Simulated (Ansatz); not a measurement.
# CaO: ab initio molecular dynamics

These are results of DFT PBE, scalar-relativistic, plane waves, PAW in Ansatz, not measurements. Settings: plane waves to 420 eV, k-mesh 2×2×2 (shifted by 0.5, 0.5, 0.5 steps), Fermi–Dirac smearing 0.22 eV. The mesh is coarse. No spin polarisation.

16 atoms, starting at 1.10 times the perfect crystal's volume (space group P6_3/mmc, not the usual structure, the cell as given, not relaxed at this level); Nosé–Hoover thermostat at 2600 K, fixed cell; 36 steps of 4 fs. The run is short and not equilibrated. The time step is on the long side.

First frame:

```
Ca O
1.0
     4.12084    0.00000   -4.93930
     4.12084    0.00000    4.93930
     0.00000   -7.13750    0.00000
Ca O
8 8
Direct
  0.87500 0.62500 0.16667
  0.62500 0.37500 0.66667
  0.37500 0.12500 0.16667
  0.12500 0.87500 0.66667
  0.37500 0.62500 0.33333
  0.12500 0.37500 0.83333
  0.87500 0.12500 0.33333
  0.62500 0.87500 0.83333
  0.12500 0.37500 0.16667
  0.87500 0.12500 0.66667
  0.62500 0.87500 0.16667
  0.37500 0.62500 0.66667
  0.12500 0.87500 0.33333
  0.87500 0.62500 0.83333
  0.62500 0.37500 0.33333
  0.37500 0.12500 0.83333
```

```yaml
Mean_temperature_over_the_second_half: 1574 K
Mean_pressure_over_the_second_half_kinetic_part_included: 0.1 GPa
Mean_potential_energy_above_the_perfect_crystal_as_given_at_volume_ratio_1;_besides_heat_the_difference_comes_from_the_volume_10_%_larger;_its_own_run_had_another_smearing_without_effect_beside_its_gap: 233 meV/atom
Drift_of_the_conserved_energy_over_the_run: 1.8 meV/atom
Mean-square_drift_of_Ca_from_first_to_last_step_mean_shift_of_all_atoms_removed: 0.10 Å²
Mean-square_drift_of_O_from_first_to_last_step_mean_shift_of_all_atoms_removed: 0.08 Å²
```

Pair distribution functions g(r), second half of the run, up to half the cell's height:

```
r (Å) Ca-Ca Ca-O  O-O
 1.85    0.0   0.0  0.0
 1.95    0.0   0.1  0.0
 2.05    0.0   1.1  0.0
 2.15    0.0   4.2  0.0
 2.25    0.0   4.6  0.0
 2.35    0.0   5.8  0.0
 2.45    0.0   3.3  0.0
 2.55    0.0   2.0  0.0
 2.65    0.0   1.3  0.0
 2.75    0.0   0.7  0.0
 2.85    0.1   0.6  0.3
 2.95    0.3   0.5  0.3
 3.05    0.3   0.4  0.5
```

Along the run (potential energy from its first value; pressure with the kinetic part):

```tsv
t (fs)	T (K)	ΔE_pot (meV/atom)	P (GPa)
0.0	2600	0.0	-4.1
4.0	2489	13.7	-3.9
8.0	2187	51.0	-3.5
12.0	1771	102.4	-2.9
16.0	1341	155.6	-2.3
20.0	994	198.5	-1.8
24.0	784	224.4	-1.5
28.0	704	234.4	-1.4
32.0	704	234.8	-1.3
36.0	737	231.9	-1.2
40.0	784	227.7	-1.1
44.0	859	220.5	-1.1
48.0	982	207.8	-1.0
52.0	1144	190.6	-1.0
56.0	1312	173.4	-0.9
60.0	1451	160.8	-0.7
64.0	1541	154.7	-0.4
68.0	1582	154.9	0.0
72.0	1587	159.8	0.4
76.0	1573	167.1	0.6
80.0	1552	175.1	0.7
84.0	1516	184.5	0.5
88.0	1449	197.7	0.3
92.0	1348	215.0	0.1
96.0	1244	232.4	-0.1
100.0	1191	243.1	-0.3
104.0	1232	242.0	-0.5
108.0	1361	229.9	-0.7
112.0	1528	213.4	-0.8
116.0	1674	200.1	-0.8
120.0	1760	194.2	-0.5
124.0	1781	196.3	-0.1
128.0	1762	203.2	0.3
132.0	1756	208.3	0.6
136.0	1800	206.5	0.7
140.0	1876	200.6	0.5
144.0	1923	198.4	0.3
```